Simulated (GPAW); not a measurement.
# ZrS2: relaxation of cell and atoms with PBE+D3

Crystal: ZrS2.

```xyz
3
Lattice="3.6914 0.0000 0.0000 -1.8457 3.1968 0.0000 0.0000 0.0000 6.0411" Properties=species:S:1:pos:R:3 pbc="T T T"
Zr    0.0000    0.0000    0.0000
S     0.0000    2.1312    1.4372
S     1.8457    1.0656    4.6038
```

The cell is a database's computed one.

| Quantity | Value |
| --- | --- |
| Program | GPAW 26.7.0 |
| Task | relaxation of cell and atoms |
| Functional | PBE |
| Dispersion | D3 |
| Potentials or basis | GPAW PAW data sets (gpaw-data 1.2.1) |
| Cutoff | 600 eV |
| Basis | pw |
| k mesh | 6 × 6 × 3 |
| Occupations | fermi-dirac, width 0.05 eV |
| Spin | no spin polarisation |
| Target pressure | -1 GPa |
| Maxiter | 150 |
| Optimizer | BFGS |
| Fmax | 0.05 eV/Å |
| Max steps | 60 |
| Target pressure | -1 GPa |

The pressure after relaxing is -1.1 GPa. The largest force after relaxing is 0.047 eV/Å. The band gap on the k mesh is 1.13 eV, indirect (least direct gap 1.63 eV) and the dispersion energy per atom is -0.201 eV.

Forces on the atoms (eV/Å):
```
Zr   0.000  0.000  0.000
S    0.000  0.000  0.047
S    0.000  0.000 -0.047
```

Stress tensor (GPa, compression positive):
```
-1.28  0.00  0.00
 0.00 -1.28  0.00
 0.00  0.00 -0.69
```

Final structure:
```
Zr S
1.0
     3.69138    0.00000    0.00000
    -1.84569    3.19683    0.00000
     0.00000    0.00000    6.04108
Zr S
1 2
Direct
  0.00000 0.00000 0.00000
  0.33333 0.66667 0.23791
  0.66667 0.33333 0.76209
```

Levels at points of the mesh, in eV from the valence-band top:
```csv
k point,band 8,band 9,band 10,band 11,band 12,band 13,band 14,band 15,band 16,band 17
"(0.00, 0.00, 0.00)",-2.72,-2.72,-0.04,-0.04,0.00,1.63,1.63,2.47,5.04,5.04
"(0.50, 0.50, 0.00)",-2.51,-2.39,-2.29,-1.60,-1.12,1.24,3.28,3.54,5.71,5.97
```

Run time: 16 s on 1 thread of Arm Neoverse V2, with other jobs on the host, peak memory 0.17 GiB.

Caveat: the relaxation stopped at its first step, so nothing moved; later steps reuse the first step's grids; an odd mesh through Γ misses points on the zone boundary, where band edges often lie.
